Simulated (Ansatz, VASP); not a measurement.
# One calculation of LiCl, two programs

```xyz
2
Lattice="0.0000 2.5559 2.5559 2.5559 0.0000 2.5559 2.5559 2.5559 0.0000" Properties=species:S:1:pos:R:3 pbc="T T T"
Li    0.0000    0.0000    0.0000
Cl    2.5559    2.5559    2.5559
```

Alike in both runs: functional r2SCAN; k mesh 10 × 10 × 10; occupations fermi-dirac, width 0.02 eV; no spin polarisation.

Ansatz relaxed the structure, and its values are those at the end. VASP's run is a single point on that final structure, the one shown.

|  | VASP | Ansatz |
| --- | --- | --- |
| version | VASP 6.6.1 | Ansatz 0.2.0 |
| potentials or method | VASP PAW PBE potentials, release 64 (Li_sv, Cl) | PAW plane waves |
| plane-wave cutoff (eV) | 520 | 500 |
| valence electrons in the cell | 10 | 10 |

```csv
,VASP,Ansatz,Ansatz less VASP
gap on the k mesh at the Fermi level (eV),7.36,7.29,-0.069
```

The functional is the same, so the differences come from potentials, cutoffs and numerics. Ansatz warned: «stress_scf_threshold_loose».

 A k mesh can miss the band edges. r2SCAN opens gaps a little over a GGA but as a rule still falls short of measured ones.
